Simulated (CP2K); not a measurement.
Runs of CP2K 2026.2 on Al. The typed cell holds 1 atom: a = 2.824 Å, b = 2.645 Å, c = 2.800 Å, α = 110.77°, β = 108.30°, γ = 109.45°. This isn't the form of Al at room conditions, which is fcc.

| task | level | cutoff of the non-local correlation (Ry) | points a segment of the path (NPOINTS) | bands added on the path | gap on the mesh (eV) | pressure (GPa) |
| --- | --- | --- | --- | --- | --- | --- |
| single point | rev-vdW-DF2 | 300 | - | - | none | 5.1 |
| band structure | LDA | - | 10 | 4 | none | (b) |
| band structure | PBEsol | - | 10 | 4 | none | (a) |
| single point | vdW-DF-cx | 300 | - | - | none | 4.8 |
| single point | BLYP | - | - | - | none | 6.1 |

Alike in all rows: potentials or basis POTENTIAL_UZH Al GTH-PBE-q3; TZVP-MOLOPT-PBE-GTH basis; no spin polarisation; cell as given; k mesh 11 × 12 × 12; smearing fermi-dirac 0.05 eV.

Problem. Estimate the missing entries.

Solution. (a) 4.3; (b) 4.5.

Caveats: the potentials were made for another functional, which shifts forces and pressure; the basis of atomic orbitals isn't converged, which shifts pressures, moduli and gaps.

A gap of «none» marks a metal or a gap under the smearing width.

Runs at the PBE level aren't shown here.
